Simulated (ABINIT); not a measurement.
The system is HgTe.

```
Hg Te
1.0
    -3.04560    3.04560    1.55941
     3.04560   -3.04560    1.55941
     3.04560    3.04560   -1.55941
Hg Te
1 1
Direct
  0.75000 0.25000 0.50000
  0.00000 0.00000 0.00000
```

Measurements of this composition are mostly on another form, of space group No. 216.

Base run:

| Item | Value |
| --- | --- |
| Program | ABINIT 10.8.3 (patched build) |
| Functional | LDA |
| Potentials or basis | PseudoDojo NC SR LDA v0.4.1 standard |
| Cutoff | 952 eV |
| k mesh | 8 × 8 × 8 |
| Occupations | fermi-dirac, width 0.05 eV |
| Spin | no spin polarisation |

Its results: band gap on the k mesh none (metal or under the smearing width); pressure -5.4 GPa.

The run is repeated on the same cell with these changes: potentials or basis from PseudoDojo NC SR LDA v0.4.1 standard to PseudoDojo NC SR LDA v0.4 stringent; cutoff from 952 eV to 1061 eV; valence electrons from 36 to 44. What comes out?

Band gap on the k mesh none (metal or under the smearing width); pressure -14.8 GPa.
